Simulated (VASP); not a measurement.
A run of VASP 6.6.1 is set up as follows.

File INCAR:

```
SYSTEM = In3GaCu4Se8
PREC = Accurate ; ENCUT = 520
EDIFF = 1E-6 ; ISMEAR = 0
SIGMA = 0.03 ; LREAL = .False.
LASPH = .True. ; NELM = 80
ALGO = Normal ; ISIF = 2
LWAVE = .False. ; LCHARG = .False.
LMAXMIX = 4 ; METAGGA = R2SCAN
LMIXTAU = .True. ; NBANDS = 86
KPAR = 8
```

File KPOINTS:

```
Automatic mesh
0
Gamma
  6 6 4
  0 0 0
```

Contents of POSCAR:

```
In3GaCu4Se8                             
1.0
    2.8578643936      2.8584817550     -5.7477208114
    2.8578643936      2.8584817550      5.7477208114
    5.7178714948     -5.7191076057      0.0000000000
  Ga              In              Cu              Se            
     1     3     4     8
Direct
     0.5007651137458284    0.4992348862541716    1.0000000000000000
     0.9996111765654526    0.0003888234345474    0.5000000000000000
     0.0004386832759028    0.5002994671246428    0.2458725341145708
     0.4997005328753572    0.9995613167240972    0.7541274658854292
     0.9979969325703048    0.0020030674296952    1.0000000000000000
     0.5015287051622650    0.4984712948377349    0.5000000000000000
     0.9972676295309812    0.4970976399212080    0.7554443173222610
     0.5029023600787921    0.0027323704690187    0.2445556826777389
     0.1290079949002848    0.3631894875645407    0.9832197421973021
     0.6065740838599453    0.8610964182610833    0.4827463117306880
     0.6357454455549150    0.3966512346310513    0.7470618104402218
     0.1426331794279330    0.8932346970913012    0.2325703114462809
     0.6368105124354594    0.8709920050997152    0.0167802578026979
     0.1389035817389167    0.3934259161400547    0.5172536882693120
     0.6033487653689488    0.3642545544450850    0.2529381895597782
     0.1067653029086988    0.8573668205720670    0.7674296885537191
```

File KPOINTS_OPT:

```
explicit points
8
Reciprocal
 0.0000000000  0.0000000000  0.0000000000 1
 0.3738371946  0.3738371946  0.5000000000 1
-0.3738371946  0.6261628054  0.5000000000 1
 0.0000000000  0.5000000000  0.5000000000 1
 0.0000000000  0.5000000000  0.0000000000 1
-0.5000000000  0.5000000000  0.5000000000 1
 0.3738371946  0.3738371946  0.0000000000 1
-0.3738371946  0.6261628054  0.0000000000 1
```

Potentials or basis: VASP PAW PBE potentials, release 64 (Ga_d, In_d, Cu, Se).

Run with:

```bash
$ cat potpaw_PBE.64/Ga_d/POTCAR potpaw_PBE.64/In_d/POTCAR potpaw_PBE.64/Cu/POTCAR potpaw_PBE.64/Se/POTCAR > POTCAR
$ mpirun -np 8 vasp_std > vasp.out
```

**Question.** Estimate the band gap on the k mesh.

**Answer.** 0.17 eV, direct.

**Question.** Estimate the pressure.

**Answer.** 1.0 GPa.

**Question.** What does it give for the band gap along the path?

**Answer.** 0.17 eV, direct.

**Question.** Estimate the largest force.

**Answer.** 0.192 eV/Å.

Forces in eV/Å, atoms in the order of the input:
```
Ga   0.000  0.000 -0.004
In   0.000  0.000 -0.004
In   0.008  0.007  0.001
In  -0.008 -0.007  0.001
Cu   0.000  0.000  0.016
Cu   0.000  0.000 -0.009
Cu  -0.001 -0.017 -0.004
Cu   0.001  0.017 -0.004
Se   0.190  0.021 -0.020
Se   0.179  0.001  0.007
Se   0.018 -0.191  0.017
Se   0.003 -0.179 -0.001
Se  -0.190 -0.021 -0.020
Se  -0.179 -0.001  0.007
Se  -0.018  0.191  0.017
Se  -0.003  0.179 -0.001
```

Caveat: the PAW data sets were made with another functional, which shifts forces and pressure a little; spin-orbit coupling is left out, which moves the levels of the heavy elements. r2SCAN opens gaps a little over a GGA but as a rule still falls short of measured ones.
